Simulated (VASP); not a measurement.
Mo, 1 atom in the cell. The typed cell holds 1 atom: a = 2.772 Å, b = 2.718 Å, c = 2.736 Å, α = 108.56°, β = 109.13°, γ = 110.57°.  The cell isn't the ideal one: grid = ENCUT=900 k=18x18x18 ISMEAR=1 SIGMA=0.1 PREC=Accurate EDIFF=1e-08 LREAL=False ADDGRID=False LASPH=True; cell strained at random at fixed volume.

* Program: VASP 6.6.1
* Task: single point
* Functional: PBE
* Potentials or basis: VASP PAW PBE potentials, release 64 (Mo_sv)
* Cutoff: 900 eV
* k mesh: 18 × 18 × 18
* Occupations: methfessel-paxton, width 0.1 eV
* Spin: no spin polarisation
* Further INCAR settings: ADDGRID = False; ALGO = Normal; EDIFF = 1e-08; NBANDS = 13

Potentials or basis: VASP PAW PBE potentials, release 64 (Mo_sv).

Launch:

```bash
$ cat potpaw_PBE.64/Mo_sv/POTCAR > POTCAR
$ mpirun -np 1 vasp_std > vasp.out
```

Hardware: 1 thread of Intel(R) Xeon(R) 6975P-C (Granite Rapids), with other jobs on the host.

Question: How long does it take, and how much memory?

Answer: It took 10 min on 1 thread of Intel(R) Xeon(R) 6975P-C (Granite Rapids) (shared host), peak memory 1.2 GiB. Counts: scf iterations 13, k points 2920.
